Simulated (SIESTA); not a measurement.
## ZrC under changes of volume

One of the cells (13.493 Å³/atom); the others are scaled copies at fixed shape and fractional positions:

```
Zr C
1.0
     0.00000    2.38066    2.38066
     2.38066    0.00000    2.38066
     2.38066    2.38066    0.00000
Zr C
1 1
Direct
  0.50000 0.50000 0.50000
  0.00000 0.00000 0.00000
```

- Program: SIESTA 5.4.2
- Functional: PBE
- Potentials or basis: PseudoDojo 0.4 standard (PBE files)
- Basis: DZP (energy shift 0.003 Ry; two zetas on semicore shells)
- Grid cutoff: 800 Ry
- Energy shift: 0.003 Ry
- k mesh: 10 × 10 × 10
- Occupations: fermi-dirac, width 0.05 eV
- Spin: no spin polarisation

```csv
volume (Å³/atom),energy over the lowest point (meV/atom),pressure (GPa)
12.434,?,?
12.699,10.03,8.7
12.963,0.00,3.6
13.493,2.98,-5.1
13.757,14.65,-8.9
14.022,32.11,-12.2
```

Task: What does the run at 12.434 Å³/atom give?

Result: Energy over the lowest point 29.12 meV/atom; pressure 14.5 GPa.

Worked out: A Birch-Murnaghan fit of order 3 (a polynomial in V^(-2/3)) to the other rows has its minimum at 13.17 Å³/atom with B0 = V·E''(V) = 222 GPa and B' = 4.1. It gives 29.00 meV/atom at 12.434 Å³/atom, against the run's 29.12, and -dE/dV = 14.3 GPa, against 14.5.

Energies are extrapolated to zero smearing.

Caveats: the basis of atomic orbitals isn't converged, which shifts pressures, moduli and gaps.
